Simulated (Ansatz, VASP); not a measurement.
**One calculation of FeGe, two programs**

```xyz
2
Lattice="2.8935 0.0000 0.0000 0.0000 2.8935 0.0000 0.0000 0.0000 2.8935" Properties=species:S:1:pos:R:3 pbc="T T T"
Fe    0.0000    0.0000    0.0000
Ge    1.4468    1.4468    1.4468
```

Alike in both runs: functional PBE; k mesh 20 × 20 × 20; occupations gaussian, width 0.1 eV; no spin polarisation.

Ansatz relaxed the structure, and its values are those at the end. VASP's run is a single point on that final structure, the one shown.

|  | VASP | Ansatz |
| --- | --- | --- |
| version | VASP 6.6.1 | Ansatz 0.2.0 |
| potentials or method | VASP PAW PBE potentials, release 64 (Fe, Ge_d) | scalar-relativistic, plane waves, PAW |
| plane-wave cutoff (eV) | 520 | 420 |
| valence electrons in the cell | 22 | 30 |

|  | VASP | Ansatz | Ansatz less VASP |
| --- | --- | --- | --- |
| gap on the k mesh at the Fermi level (eV) | none | none | - |
| pressure (GPa) | 0.2 | 0.0 | -0.23 |

A gap of «none» marks a metal or a gap that the smearing closes. The functional is the same, so the differences come from potentials, cutoffs and numerics. The two sets of potentials don't hold the same shells in valence.

Spin polarisation is off, so any magnetic state and its effect on volume and gap are missing.
